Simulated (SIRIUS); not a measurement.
The system is Si.

```
Si
1.0
    -3.59799    3.59799    3.19399
     3.59799   -3.59799    3.19399
     3.59799    3.59799   -3.19399
Si
8
Direct
  0.76523 0.11671 0.23456
  0.88215 0.53067 0.76544
  0.11671 0.76523 0.23456
  0.46933 0.23477 0.35148
  0.88329 0.11785 0.64852
  0.53067 0.88215 0.76544
  0.23477 0.46933 0.35148
  0.11785 0.88329 0.64852
```

The cell was built by a generator and needn't be a form met in nature.

```yaml
Program: SIRIUS 7.10.0
Task: single point
Functional: PBE
Potentials_or_basis: PseudoDojo 0.4.1 PBE standard (scalar relativistic)
Cutoff: 490 eV
Density_cutoff: 1959 eV
k_mesh: 6 × 6 × 6
Occupations: fermi-dirac, width 0.05 eV
Spin: no spin polarisation
```

On this cell: pressure 0.0 GPa; largest force 0.013 eV/Å; band gap on the k mesh none (metal or under the smearing width).

The same run follows on a disturbed copy (atoms moved at random, drawn with an rms of 0.05 Å):

```
CELL_PARAMETERS angstrom
-3.59799 3.59799 3.19399
3.59799 -3.59799 3.19399
3.59799 3.59799 -3.19399
ATOMIC_POSITIONS crystal
Si 0.77394 0.12111 0.24436
Si 0.89332 0.54281 0.76145
Si 0.11121 0.76789 0.22897
Si 0.47741 0.23904 0.36363
Si 0.88807 0.11273 0.64343
Si 0.53612 0.89488 0.76477
Si 0.23436 0.47207 0.35470
Si 0.11196 0.88650 0.64003
```

Q: What does the disturbed cell give?

A: The energy (extrapolated to zero smearing) moves by +16.2 meV/atom; pressure 0.6 GPa; largest force 1.169 eV/Å; band gap on the k mesh none (metal or under the smearing width).

Forces in eV/Å, atoms in the order of the input:
```
Si  -0.364 -0.751  0.024
Si  -0.178  0.451 -0.479
Si  -0.184  0.317  0.014
Si  -0.036 -0.479 -0.050
Si   1.096 -0.395  0.098
Si   0.196  0.075 -0.307
Si  -0.020  0.077  0.343
Si  -0.510  0.705  0.357
```

Stress tensor (GPa, compression positive):
```
-0.02  0.24 -0.68
 0.24  0.57 -0.43
-0.68 -0.43  1.16
```
